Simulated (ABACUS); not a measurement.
# Sr under changes of volume

One of the cells (57.751 Å³/atom); the others are scaled copies at fixed shape and fractional positions:

```
CELL_PARAMETERS angstrom
-2.43500 2.43500 2.43500
2.43500 -2.43500 2.43500
2.43500 2.43500 -2.43500
ATOMIC_POSITIONS crystal
Sr 0.00000 0.00000 0.00000
```

This isn't the form of Sr at room conditions, which is fcc.

```yaml
Program: ABACUS 3.10.1
Functional: PBE
Potentials_or_basis: PseudoDojo NC SR 0.4.1 PBE standard
Cutoff: 925 eV
Density_cutoff: 3701 eV
Basis: plane waves
k_mesh: 8 × 8 × 8
Occupations: fermi-dirac, width 0.05 eV
Spin: no spin polarisation
```

```csv
volume (Å³/atom),energy over the lowest point (meV/atom),pressure (GPa)
54.286,0.00,-0.1
55.441,1.60,-0.3
56.596,4.87,-0.5
57.751,9.60,-0.7
58.906,15.63,-0.9
60.061,22.78,-1.0
61.216,?,?
```

What does the run at 61.216 Å³/atom give?

Energy over the lowest point 30.91 meV/atom; pressure -1.2 GPa.

Worked out: A Birch-Murnaghan fit of order 3 (a polynomial in V^(-2/3)) to the other rows has its minimum at 53.87 Å³/atom, just outside them, with B0 = V·E''(V) = 12.8 GPa and B' = 5.0. It gives 30.93 meV/atom at 61.216 Å³/atom, against the run's 30.91, and -dE/dV = -1.2 GPa, against -1.2.

Energies are extrapolated to zero smearing.

Caveats: the cell was measured hot, at 901 K.
